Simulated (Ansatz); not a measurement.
Bands of In

```xyz
2
Lattice="0.0000 3.3648 3.3648 3.3648 0.0000 3.3648 3.3648 3.3648 0.0000" Properties=species:S:1:pos:R:3 pbc="T T T"
In    0.0000    0.0000    0.0000
In    1.6824    1.6824    1.6824
```

Atoms are numbered in the order listed.

The conventional cell has a = 6.730 Å, b = 6.730 Å, c = 6.730 Å, α = 90.00°, β = 90.00°, γ = 90.00°. In (atom 1) has 4 In at 2.91 Å as nearest neighbours.

The cell was built from the diamond type and relaxed in the same program, and has space group Fd-3m; it needn't be a known or the stable phase.

No spin–orbit coupling, which matters for the heavy atoms here.

Method: DFT, PBE, all-electron LAPW, scalar-relativistic (Ansatz 0.2.0).

Numerical set-up: a Γ-centred 9×9×9 k mesh, Fermi–Dirac smearing of 0.05 eV, basis error target 0.25 meV/atom, no spin polarisation.

Points in fractions of the reciprocal vectors of this cell: Γ (0, 0, 0), X (0.5, 0, 0.5), U (0.625, 0.25, 0.625), K (0.375, 0.375, 0.75), L (0.5, 0.5, 0.5), W (0.5, 0.25, 0.75). The path joins them by straight lines in the order Γ–X–U–K–Γ–L–W–X; legs that retrace an earlier one aren't tabulated. Energies are in eV from the Fermi level.

(1) Metal or insulator at this level of theory?

(2) Tabulate bands 18 to 24, counted from the lowest band of the run, along the path.

Answers

(1) No gap opens: metallic or semimetallic.

(2) 
```json
{"k (1/Å)": "0.00", "point": "Γ", "band 18": "-14.14", "band 19": "-7.85", "band 20": "1.92", "band 21": "2.24", "band 22": "2.24", "band 23": "2.24", "band 24": "3.91"}
{"k (1/Å)": "0.13", "point": "", "band 18": "-14.12", "band 19": "-7.78", "band 20": "1.02", "band 21": "1.89", "band 22": "1.89", "band 23": "3.10", "band 24": "3.65"}
{"k (1/Å)": "0.27", "point": "", "band 18": "-14.11", "band 19": "-7.59", "band 20": "-0.02", "band 21": "1.29", "band 22": "1.29", "band 23": "3.19", "band 24": "3.91"}
{"k (1/Å)": "0.40", "point": "", "band 18": "-14.11", "band 19": "-7.27", "band 20": "-1.05", "band 21": "0.71", "band 22": "0.71", "band 23": "2.77", "band 24": "4.09"}
{"k (1/Å)": "0.53", "point": "", "band 18": "-14.11", "band 19": "-6.82", "band 20": "-2.06", "band 21": "0.23", "band 22": "0.23", "band 23": "2.46", "band 24": "3.65"}
{"k (1/Å)": "0.67", "point": "", "band 18": "-14.09", "band 19": "-6.26", "band 20": "-3.03", "band 21": "-0.12", "band 22": "-0.12", "band 23": "2.30", "band 24": "3.11"}
{"k (1/Å)": "0.80", "point": "", "band 18": "-14.08", "band 19": "-5.59", "band 20": "-3.96", "band 21": "-0.34", "band 22": "-0.34", "band 23": "2.27", "band 24": "2.68"}
{"k (1/Å)": "0.93", "point": "X", "band 18": "-14.07", "band 19": "-4.82", "band 20": "-4.82", "band 21": "-0.41", "band 22": "-0.41", "band 23": "2.40", "band 24": "2.40"}
{"k (1/Å)": "0.98", "point": "", "band 18": "-14.07", "band 19": "-4.82", "band 20": "-4.81", "band 21": "-0.46", "band 22": "-0.41", "band 23": "2.41", "band 24": "2.48"}
{"k (1/Å)": "1.03", "point": "", "band 18": "-14.06", "band 19": "-4.84", "band 20": "-4.78", "band 21": "-0.60", "band 22": "-0.38", "band 23": "2.43", "band 24": "2.71"}
{"k (1/Å)": "1.08", "point": "", "band 18": "-14.06", "band 19": "-4.87", "band 20": "-4.73", "band 21": "-0.78", "band 22": "-0.34", "band 23": "2.46", "band 24": "3.04"}
{"k (1/Å)": "1.12", "point": "", "band 18": "-14.05", "band 19": "-4.92", "band 20": "-4.67", "band 21": "-0.97", "band 22": "-0.29", "band 23": "2.51", "band 24": "3.45"}
{"k (1/Å)": "1.17", "point": "", "band 18": "-14.05", "band 19": "-4.98", "band 20": "-4.59", "band 21": "-1.15", "band 22": "-0.22", "band 23": "2.56", "band 24": "3.92"}
{"k (1/Å)": "1.22", "point": "", "band 18": "-14.04", "band 19": "-5.07", "band 20": "-4.48", "band 21": "-1.30", "band 22": "-0.14", "band 23": "2.63", "band 24": "4.42"}
{"k (1/Å)": "1.26", "point": "U", "band 18": "-14.04", "band 19": "-5.18", "band 20": "-4.36", "band 21": "-1.42", "band 22": "-0.04", "band 23": "2.71", "band 24": "4.95"}
{"k (1/Å)": "1.35", "point": "", "band 18": "-14.04", "band 19": "-5.24", "band 20": "-4.29", "band 21": "-1.43", "band 22": "-0.10", "band 23": "2.94", "band 24": "5.24"}
{"k (1/Å)": "1.43", "point": "", "band 18": "-14.04", "band 19": "-5.30", "band 20": "-4.22", "band 21": "-1.38", "band 22": "-0.29", "band 23": "3.47", "band 24": "5.55"}
{"k (1/Å)": "1.51", "point": "", "band 18": "-14.04", "band 19": "-5.33", "band 20": "-4.18", "band 21": "-1.32", "band 22": "-0.45", "band 23": "4.16", "band 24": "5.02"}
{"k (1/Å)": "1.59", "point": "", "band 18": "-14.04", "band 19": "-5.33", "band 20": "-4.18", "band 21": "-1.32", "band 22": "-0.45", "band 23": "4.16", "band 24": "5.02"}
{"k (1/Å)": "1.67", "point": "", "band 18": "-14.04", "band 19": "-5.30", "band 20": "-4.22", "band 21": "-1.38", "band 22": "-0.29", "band 23": "3.47", "band 24": "5.55"}
{"k (1/Å)": "1.75", "point": "", "band 18": "-14.04", "band 19": "-5.24", "band 20": "-4.29", "band 21": "-1.43", "band 22": "-0.10", "band 23": "2.94", "band 24": "5.24"}
{"k (1/Å)": "1.84", "point": "K", "band 18": "-14.04", "band 19": "-5.18", "band 20": "-4.36", "band 21": "-1.42", "band 22": "-0.04", "band 23": "2.71", "band 24": "4.95"}
{"k (1/Å)": "1.98", "point": "", "band 18": "-14.04", "band 19": "-5.63", "band 20": "-3.89", "band 21": "-1.49", "band 22": "0.31", "band 23": "2.99", "band 24": "6.48"}
{"k (1/Å)": "2.12", "point": "", "band 18": "-14.06", "band 19": "-6.18", "band 20": "-3.24", "band 21": "-1.20", "band 22": "0.75", "band 23": "3.29", "band 24": "5.86"}
{"k (1/Å)": "2.26", "point": "", "band 18": "-14.08", "band 19": "-6.74", "band 20": "-2.43", "band 21": "-0.63", "band 22": "1.22", "band 23": "3.45", "band 24": "5.17"}
{"k (1/Å)": "2.40", "point": "", "band 18": "-14.09", "band 19": "-7.20", "band 20": "-1.46", "band 21": "0.12", "band 22": "1.65", "band 23": "3.38", "band 24": "4.63"}
{"k (1/Å)": "2.54", "point": "", "band 18": "-14.10", "band 19": "-7.56", "band 20": "-0.35", "band 21": "0.98", "band 22": "1.98", "band 23": "3.16", "band 24": "4.23"}
{"k (1/Å)": "2.68", "point": "", "band 18": "-14.12", "band 19": "-7.77", "band 20": "0.87", "band 21": "1.82", "band 22": "2.18", "band 23": "2.85", "band 24": "3.99"}
{"k (1/Å)": "2.83", "point": "Γ", "band 18": "-14.14", "band 19": "-7.85", "band 20": "1.92", "band 21": "2.24", "band 22": "2.24", "band 23": "2.24", "band 24": "3.91"}
{"k (1/Å)": "2.94", "point": "", "band 18": "-14.13", "band 19": "-7.80", "band 20": "1.07", "band 21": "2.12", "band 22": "2.12", "band 23": "2.68", "band 24": "4.05"}
{"k (1/Å)": "3.06", "point": "", "band 18": "-14.12", "band 19": "-7.65", "band 20": "-0.02", "band 21": "1.85", "band 22": "1.85", "band 23": "2.67", "band 24": "4.37"}
{"k (1/Å)": "3.17", "point": "", "band 18": "-14.11", "band 19": "-7.42", "band 20": "-1.09", "band 21": "1.57", "band 22": "1.57", "band 23": "2.48", "band 24": "4.67"}
{"k (1/Å)": "3.29", "point": "", "band 18": "-14.10", "band 19": "-7.10", "band 20": "-2.09", "band 21": "1.33", "band 22": "1.33", "band 23": "2.29", "band 24": "4.83"}
{"k (1/Å)": "3.40", "point": "", "band 18": "-14.10", "band 19": "-6.73", "band 20": "-2.95", "band 21": "1.14", "band 22": "1.14", "band 23": "2.15", "band 24": "4.85"}
{"k (1/Å)": "3.52", "point": "", "band 18": "-14.10", "band 19": "-6.37", "band 20": "-3.61", "band 21": "1.03", "band 22": "1.03", "band 23": "2.06", "band 24": "4.83"}
{"k (1/Å)": "3.63", "point": "L", "band 18": "-14.10", "band 19": "-6.20", "band 20": "-3.88", "band 21": "0.99", "band 22": "0.99", "band 23": "2.03", "band 24": "4.81"}
{"k (1/Å)": "3.73", "point": "", "band 18": "-14.09", "band 19": "-6.17", "band 20": "-3.87", "band 21": "0.57", "band 22": "0.92", "band 23": "2.44", "band 24": "4.68"}
{"k (1/Å)": "3.82", "point": "", "band 18": "-14.07", "band 19": "-6.07", "band 20": "-3.86", "band 21": "-0.09", "band 22": "0.72", "band 23": "3.04", "band 24": "4.48"}
{"k (1/Å)": "3.92", "point": "", "band 18": "-14.06", "band 19": "-5.91", "band 20": "-3.86", "band 21": "-0.67", "band 22": "0.41", "band 23": "3.54", "band 24": "4.39"}
{"k (1/Å)": "4.01", "point": "", "band 18": "-14.05", "band 19": "-5.69", "band 20": "-3.93", "band 21": "-1.10", "band 22": "0.03", "band 23": "3.95", "band 24": "4.45"}
{"k (1/Å)": "4.11", "point": "", "band 18": "-14.04", "band 19": "-5.41", "band 20": "-4.11", "band 21": "-1.30", "band 22": "-0.38", "band 23": "4.35", "band 24": "4.65"}
{"k (1/Å)": "4.20", "point": "", "band 18": "-14.04", "band 19": "-5.09", "band 20": "-4.39", "band 21": "-1.27", "band 22": "-0.76", "band 23": "4.76", "band 24": "4.96"}
{"k (1/Å)": "4.29", "point": "W", "band 18": "-14.05", "band 19": "-4.74", "band 20": "-4.74", "band 21": "-1.07", "band 22": "-1.07", "band 23": "5.17", "band 24": "5.17"}
{"k (1/Å)": "4.36", "point": "", "band 18": "-14.05", "band 19": "-4.74", "band 20": "-4.74", "band 21": "-1.05", "band 22": "-1.05", "band 23": "4.66", "band 24": "4.66"}
{"k (1/Å)": "4.43", "point": "", "band 18": "-14.05", "band 19": "-4.75", "band 20": "-4.75", "band 21": "-0.97", "band 22": "-0.97", "band 23": "4.09", "band 24": "4.09"}
{"k (1/Å)": "4.49", "point": "", "band 18": "-14.05", "band 19": "-4.77", "band 20": "-4.77", "band 21": "-0.85", "band 22": "-0.85", "band 23": "3.56", "band 24": "3.56"}
{"k (1/Å)": "4.56", "point": "", "band 18": "-14.06", "band 19": "-4.79", "band 20": "-4.79", "band 21": "-0.71", "band 22": "-0.71", "band 23": "3.10", "band 24": "3.10"}
{"k (1/Å)": "4.63", "point": "", "band 18": "-14.06", "band 19": "-4.80", "band 20": "-4.80", "band 21": "-0.57", "band 22": "-0.57", "band 23": "2.74", "band 24": "2.74"}
{"k (1/Å)": "4.69", "point": "", "band 18": "-14.07", "band 19": "-4.81", "band 20": "-4.81", "band 21": "-0.46", "band 22": "-0.46", "band 23": "2.49", "band 24": "2.49"}
{"k (1/Å)": "4.76", "point": "X", "band 18": "-14.07", "band 19": "-4.82", "band 20": "-4.82", "band 21": "-0.41", "band 22": "-0.41", "band 23": "2.40", "band 24": "2.40"}
```
